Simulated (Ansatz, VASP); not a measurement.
**N in VASP and in Ansatz**

```xyz
1
Lattice="0.0000 1.5709 1.5709 1.5709 0.0000 1.5709 1.5709 1.5709 0.0000" Properties=species:S:1:pos:R:3 pbc="T T T"
N     0.0000    0.0000    0.0000
```

Alike in both runs: task single point; functional PBE; k mesh 22 × 22 × 22; occupations gaussian, width 0.1 eV; no spin polarisation.

```csv
,VASP,Ansatz
version,VASP 6.6.1,Ansatz 0.2.0
potentials or method,"VASP PAW PBE potentials, release 64 (N)","scalar-relativistic, plane waves, PAW"
plane-wave cutoff (eV),520,420
valence electrons in the cell,5,5
```

Ansatz gave:

* gap on the k mesh at the Fermi level (eV): none
* pressure (GPa): -3.5

Task: Which values does VASP return?

Result: gap on the k mesh at the Fermi level (eV): none; pressure (GPa): -3.7.

A gap of «none» marks a metal or a gap that the smearing closes. The functional is the same, so the differences come from potentials, cutoffs and numerics.
